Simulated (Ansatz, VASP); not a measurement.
# Al: VASP beside Ansatz

The input INCAR:

```
PREC = Accurate
ENCUT = 520
EDIFF = 1E-7
ISMEAR = 0
SIGMA = 0.1
LREAL = False
LASPH = True
NELM = 100
ALGO = Fast
ISIF = 2
LWAVE = False
LCHARG = False
GGA = PS
NBANDS = 8
```

The input KPOINTS:

```
Automatic mesh
0
Gamma
  18 18 18
```

File POSCAR:

```
Al
1.0
    0.0000000000      2.0471723166      2.0471723166
    2.0471723166      0.0000000000      2.0471723166
    2.0471723166      2.0471723166      0.0000000000
Al
1
Direct
    0.0000000000      0.0000000000      0.0000000000
```

Input for Ansatz:

```yaml
crystal:
  lattice:
    - [0.0, 2.0471723166, 2.0471723166]
    - [2.0471723166, 0.0, 2.0471723166]
    - [2.0471723166, 2.0471723166, 0.0]
  atoms:
    - { symbol: Al, position: [0.0, 0.0, 0.0] }
basis:
  ecutwfc: 420
kpoints:
  mp_grid: { grid: [18, 18, 18] }
hamiltonian:
  xc: pbesol
scf:
  occupations: { method: gaussian, width: 0.1 }
output:
  forces: true
  stress: true
  eigenvalues: true
```

Alike in both runs: task single point; functional PBEsol; k mesh 18 × 18 × 18; occupations gaussian, width 0.1 eV; no spin polarisation.

|  | VASP | Ansatz |
| --- | --- | --- |
| version | VASP 6.6.1 | Ansatz 0.2.0 |
| potentials or method | VASP PAW PBE potentials, release 64 (Al) | scalar-relativistic, plane waves, PAW |
| plane-wave cutoff (eV) | 520 | 420 |
| valence electrons in the cell | 3 | 3 |

```tsv
	VASP	Ansatz	Ansatz less VASP
gap on the k mesh at the Fermi level (eV)	none	none	-
pressure (GPa)	-4.1	-4.2	-0.04
```

A gap of «none» marks a metal or a gap that the smearing closes.

Caveats: the PAW data sets were made with another functional, which shifts forces and pressure a little (VASP).
